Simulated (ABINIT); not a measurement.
Write the native input for ABINIT 10.8.3 (patched build) that does the following.

| Quantity | Value |
| --- | --- |
| Task | equation of state |
| Functional | PBE |
| Potentials or basis | JTH PAW PBE v2.0 |
| Cutoff | 435 eV |
| k mesh | 7 × 7 × 4 |
| Occupations | fermi-dirac, width 0.05 eV |
| Spin | no spin polarisation |
| Fine-grid cutoff | 870.764 eV |

Si2W:

```
W Si
1.0
     4.61685    0.00000    0.00000
    -2.30843    3.99831    0.00000
     0.00000    0.00000    6.65322
W Si
3 6
Direct
  0.50000 0.00000 0.50000
  0.50000 0.50000 0.83333
  0.00000 0.50000 0.16667
  0.32725 0.16363 0.16667
  0.83637 0.16363 0.83333
  0.16363 0.32725 0.50000
  0.67275 0.83637 0.16667
  0.16363 0.83637 0.83333
  0.83637 0.67275 0.50000
```

Measurements of this composition are mostly on another form, of space group No. 139.

One way to write it, as run:

run.abi

```
ndtset 7
scalecart1 3*0.9795861087
scalecart2 3*0.9864848297
scalecart3 3*0.9932883884
scalecart4 3*1.0000000000
scalecart5 3*1.0066227096
scalecart6 3*1.0131594038
scalecart7 3*1.0196128224

pp_dirpath "./"
pseudos "W.GGA_PBE-JTH.xml, Si.GGA_PBE-JTH.xml"

acell 3*1.0
rprim
     8.7245865600     0.0000000000     0.0000000000
    -4.3622932801     7.5557135984     0.0000000000
     0.0000000000     0.0000000000    12.5727674263
ntypat 2
znucl 74 14
natom 9
typat 1 1 1 2 2 2 2 2 2
xred
     0.5000000000     0.0000000000     0.5000000000
     0.5000000000     0.5000000000     0.8333333333
     0.0000000000     0.5000000000     0.1666666667
     0.3272520000     0.1636260000     0.1666666667
     0.8363740000     0.1636260000     0.8333333333
     0.1636260000     0.3272520000     0.5000000000
     0.6727480000     0.8363740000     0.1666666667
     0.1636260000     0.8363740000     0.8333333333
     0.8363740000     0.6727480000     0.5000000000

ecut 435.382180 eV
pawecutdg 32.0
pawxcdev 0

kptopt 1
ngkpt 7 7 4
nshiftk 1
shiftk 0.0 0.0 0.0

ixc 11

nband 40
occopt 3
tsmear 0.05 eV

nstep 100
tolvrs 1.0e-9

iomode 3
prtwf 0
prtden 0
prteig 0
prtebands 0
prtvol 2
```

Potentials or basis: JTH PAW PBE v2.0.

Run with:

```bash
$ mpirun --bind-to none -np 4 abinit run.abi > log 2>&1
```

Results of the run:

| Item | Value |
| --- | --- |
| Equilibrium volume | 13.62 Å³/atom |
| Bulk modulus at fixed shape and positions | 220 GPa |
| Pressure derivative of the bulk modulus | 4.4 |

Caveat: pressures at fixed basis lie under the slope of the energies; the cell was scaled at fixed shape and fractional positions, which overstates the stiffness of a crystal with free parameters, most of all of layers and chains.

It took 9.6 min on 4 MPI ranks on Arm Neoverse V1, with other jobs on the host, peak memory 0.72 GiB a rank.
